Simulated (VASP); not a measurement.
Given:

```
CELL_PARAMETERS angstrom
     -2.78642     2.78642     5.61593
      2.78642    -2.78642     5.61593
      2.78642     2.78642    -5.61593
ATOMIC_POSITIONS crystal
  In 0.50000 0.50000 0.00000
  In 0.25000 0.75000 0.50000
  Cu 0.75000 0.25000 0.50000
  Cu 0.00000 0.00000 0.00000
  S  0.87500 0.90380 0.52880
  S  0.09620 0.62500 0.97120
  S  0.37500 0.34620 0.47120
  S  0.65380 0.12500 0.02880
```

All values below come from PBEsol GGA, VASP's PBE PAW potentials (set 64) (plane waves; VASP). Settings: 300 eV cut-off, 6×6×6 Γ-centred mesh, first-order Methfessel-Paxton smearing of 0.14 eV, potentials In_d Cu S.

At this cut-off the stress carries a Pulay error, which pulls relaxed volumes low.

### Question
Which forces act on the atoms, in eV/Å?

### Answer

```json
[
 {"atom": "In1", "Fx": "0.000", "Fy": "0.000", "Fz": "0.000"},
 {"atom": "In2", "Fx": "0.000", "Fy": "0.000", "Fz": "0.000"},
 {"atom": "Cu3", "Fx": "0.000", "Fy": "0.000", "Fz": "0.000"},
 {"atom": "Cu4", "Fx": "0.000", "Fy": "0.000", "Fz": "0.000"},
 {"atom": "S5", "Fx": "0.077", "Fy": "0.000", "Fz": "0.000"},
 {"atom": "S6", "Fx": "0.000", "Fy": "-0.077", "Fz": "0.000"},
 {"atom": "S7", "Fx": "-0.077", "Fy": "0.000", "Fz": "0.000"},
 {"atom": "S8", "Fx": "0.000", "Fy": "0.077", "Fz": "0.000"}
]
```

### Question
Give the stress tensor in GPa (positive for a compressed cell).

### Answer

```
-3.77   0.00   0.00
 0.00  -3.77   0.00
 0.00   0.00  -3.85
```
The pressure is its mean diagonal, -3.80 GPa.

The structure comes from a computed database's InCuS2 entry; how it stands against other phases isn't given here. The cell was not relaxed at this level.
